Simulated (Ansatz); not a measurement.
**PbSe: changes ranked by their effect on the pressure**

```xyz
2
Lattice="0.0000 3.0621 3.0621 3.0621 0.0000 3.0621 3.0621 3.0621 0.0000" Properties=species:S:1:pos:R:3 pbc="T T T"
Pb    0.0000    0.0000    0.0000
Se    3.0621    3.0621    3.0621
```

Atom numbers follow the list: Pb1, Se2.

The cell is COD entry 9008695, as deposited and not checked against the literature; nothing was relaxed.

Method: Ansatz 0.2.0, DFT, PBE, all-electron LAPW, scalar-relativistic.

Sampling and basis: a Γ-centred 7×7×7 k mesh, Fermi–Dirac smearing of 0.02 eV, basis error target 0.5 meV/atom, no spin polarisation.

Spin–orbit coupling is off unless a change turns it on.

In this reference run the pressure is 2.3 GPa (positive in compression). Each change below is made alone, on the same k mesh, with fractional coordinates held unless an atom is moved; x, y and z are the Cartesian axes.

(1) One change shifts the pressure by +1.5 GPa. Which?
A. xy engineering shear strain of -3 %
B. volume scaled by 0.975
C. volume scaled by 1.025
D. atom 1 (Pb) moved by (0.2000, 0.0000, 0.0000) Å

Results:

(1) B. The others give: xy engineering shear strain of -3 %, 0.0 GPa; atom 1 (Pb) moved by (0.2000, 0.0000, 0.0000) Å, +0.6 GPa; volume scaled by 1.025, -1.3 GPa.
